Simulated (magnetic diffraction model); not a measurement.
# Solving a magnetic structure from powder neutron data: CrBr4

Space group C2/m (no. 12), a = 12.4730 Å, b = 6.7570 Å, c = 8.5560 Å, β = 130.74°.

| site | atom | x | y | z |
| --- | --- | --- | --- | --- |
| 4i | Br | 0.3239 | 1/2 | 0.8552 |
| 4i | Br | 0.7126 | 0 | 0.1840 |
| 8j | Br | 0.9752 | 0.2592 | 0.7030 |
| 4g | Cr | 0 | 0.2956 | 0 |

This is a made-up structure (elements placed in a structure type, unrelaxed), so the numbers test the method and describe no known phase.

Only Cr is taken to order (form factors of Cr4+); orders and moment sizes are assumed, and not adapted to the symmetry. Radiation: neutrons of λ = 2.41 Å, 8° to 55°; isotropic B of 0.51 Å² (Br) and 0.57 Å² (Cr). The intensities are simulated: I ∝ L Σ (|F_N|² + |F_M⊥|²) for unpolarised neutrons, with F_M = 2.695 fm/μB × Σ f(s) S exp(2πi Q·r) exp(−B s²) at Q = H ± k (one set where k and −k are equivalent), only the part normal to Q counting and L = 1/(sin²θ cos θ). For collinear order S is the moment m, which repeats by lattice and centring translations R with the sign exp(−2πi k·R). Form factors are spin-only for 3d ions and dipole or tabulated for f ions, scattering lengths are Sears's of 1992, and absorption is left out. A label names one of the reflections at its angle. The strongest nuclear line in the range is 100, and lines under 0.2 are left out.

Above the ordering temperature:

```tsv
2θ (°)	index	I
21.43	(0 0 1)	16.8
22.39	(2 0 -1)	12.9
26.28	(1 1 -1)	0.5
29.55	(2 0 0)	8.6
32.75	(2 0 -2)	1.8
39.38	(1 1 1)	0.8
41.30	(1 1 -2)	0.2
41.79	(0 2 0)	0.9
42.39	(3 1 -2)	0.2
43.65	(0 0 2)	19.4
45.71	(4 0 -2)	47.0
47.38	(2 0 1)	22.7
47.43	(0 2 1)	10.5
47.92	(2 2 -1)	0.2
48.84	(4 0 -1)	0.2
49.93	(3 1 0)	2.5
51.74	(2 0 -3)	35.0
52.01	(2 2 0)	100.0
53.11	(4 0 -3)	1.3
54.09	(2 2 -2)	70.4
54.64	(3 1 -3)	0.3
```

Below it (cell unchanged):

| 2θ (°) | I |
| --- | --- |
| 12.59 | 1.7 |
| 20.31 | 6.0 |
| 20.83 | 5.7 |
| 21.43 | 16.8 |
| 22.39 | 12.9 |
| 24.36 | 3.1 |
| 26.28 | 0.5 |
| 28.84 | 0.8 |
| 29.55 | 8.6 |
| 29.95 | 0.9 |
| 31.92 | 0.3 |
| 32.75 | 1.8 |
| 34.90 | 1.6 |
| 35.53 | 1.5 |
| 39.38 | 0.8 |
| 40.41 | 1.1 |
| 41.30 | 0.2 |
| 41.49 | 0.8 |
| 41.52 | 0.2 |
| 41.79 | 0.9 |
| 42.06 | 1.0 |
| 42.33 | 0.2 |
| 42.39 | 0.2 |
| 42.84 | 0.7 |
| 43.65 | 19.4 |
| 45.71 | 47.0 |
| 47.38 | 22.7 |
| 47.43 | 10.5 |
| 47.92 | 0.2 |
| 48.84 | 0.2 |
| 49.93 | 2.5 |
| 50.38 | 0.3 |
| 51.47 | 0.7 |
| 51.74 | 35.0 |
| 52.01 | 100.0 |
| 52.16 | 0.6 |
(The table stops after 36 lines; 6 more lie at higher angle.)

**Question.** Check that the new lines index with k = (1/2 1/2 1), then choose among these models:
A. collinear moments along [111], 1.82 μB on Cr; signs + at (0, 0.2956, 0), − at (0, 0.7044, 0)
B. collinear moments along [111], 1.82 μB on Cr; signs + at (0, 0.2956, 0), + at (0, 0.7044, 0)
C. collinear moments along [010], 1.82 μB on Cr; signs + at (0, 0.2956, 0), − at (0, 0.7044, 0)
D. collinear moments along [010], 1.82 μB on Cr; signs + at (0, 0.2956, 0), + at (0, 0.7044, 0)

The new lines index as (1/2 1/2 0) at 12.59°, (1/2 1/2 -1) at 20.31°, (-3/2 1/2 1) at 20.83° and (3/2 -1/2 0) at 24.36°, that is as H ± k with k = (1/2 1/2 1), one of 2 inequivalent arms of its star (k and −k counted as one), which a powder can't tell apart. Half indices mean that the moments reverse under translations with k·R a half-integer, and the magnetic cell has twice the primitive volume.

Magnetic intensity, observed (below minus above) and for each model:

| 2θ (°) | index | observed | A | B | C | D |
| --- | --- | --- | --- | --- | --- | --- |
| 12.59 | (1/2 1/2 0) | 1.7 | 1.0 | 1.7 | 3.1 | 5.5 |
| 20.31 | (1/2 1/2 -1) | 6.0 | 3.4 | 6.0 | 2.5 | 4.5 |
| 20.83 | (-3/2 1/2 1) | 5.7 | 3.2 | 5.7 | 2.4 | 4.3 |
| 24.36 | (3/2 -1/2 0) | 3.1 | 1.7 | 3.1 | 1.9 | 3.3 |
| 28.84 | (1/2 1/2 1) | 0.8 | 0.5 | 0.8 | 1.4 | 2.4 |
| 29.95 | (5/2 1/2 -1) | 0.9 | 0.5 | 0.9 | 1.2 | 2.2 |
| 31.92 | (1/2 -3/2 0) | 0.3 | 2.6 | 0.3 | <0.2 | <0.2 |
| 41.52 | (1/2 -3/2 1) | 0.2 | 1.6 | 0.2 | 0.7 | <0.2 |

Model B matches.

The structure used: k = (1/2 1/2 1), collinear moments along [111], 1.82 μB on Cr; signs + at (0, 0.2956, 0), + at (0, 0.7044, 0).

[Logs are printed without paths, hosts, clocks, repeated set-up lines and the standing remarks that a program may print on its own settings, such as how far it seeks lower states.]
